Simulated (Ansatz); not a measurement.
This Al structure is the end of a relaxation. The cell was reached from a generator's guess, though it ends in a space group that the Crystallography Open Database lists for this formula.

These are results of Ansatz, DFT PBE, scalar-relativistic, plane waves, PAW, not measurements. Cutoff 420 eV, Γ-centred mesh, Gaussian smearing, no spin polarisation.

```
Al
1.0
     0.00000    2.02012    2.02012
     2.02012    0.00000    2.02012
     2.02012    2.02012    0.00000
Al
1
Direct
  0.00000 0.00000 0.00000
```

Energies count from the standard state of Al at the same level.

(1) What space group does it have?

(2) How far does it lie from the standard state of Al?

(3) Is it a metal?

Answers

(1) Fm-3m (No. 225), the fcc type. Conventional cell: a = 4.040 Å. Al is surrounded by 12 Al at 2.86 Å.

(2) 0.00 eV/atom. It is level with the standard state within the noise.

(3) Yes, bands cross the Fermi level on the 24×24×26 mesh.

The last run used a 24×24×26 mesh (in the run's order of axes) for its 1-atom cell and Gaussian smearing of 0.10 eV. The end has I4/mmm (No. 139) at a tolerance of 0.01 Å; the cell shown is made exact in the group found at 0.05 Å. The k mesh leaves some 4 meV/atom of noise in the energy of each metallic cell. Symmetry constrained the relaxation, so the result can be a saddle point.
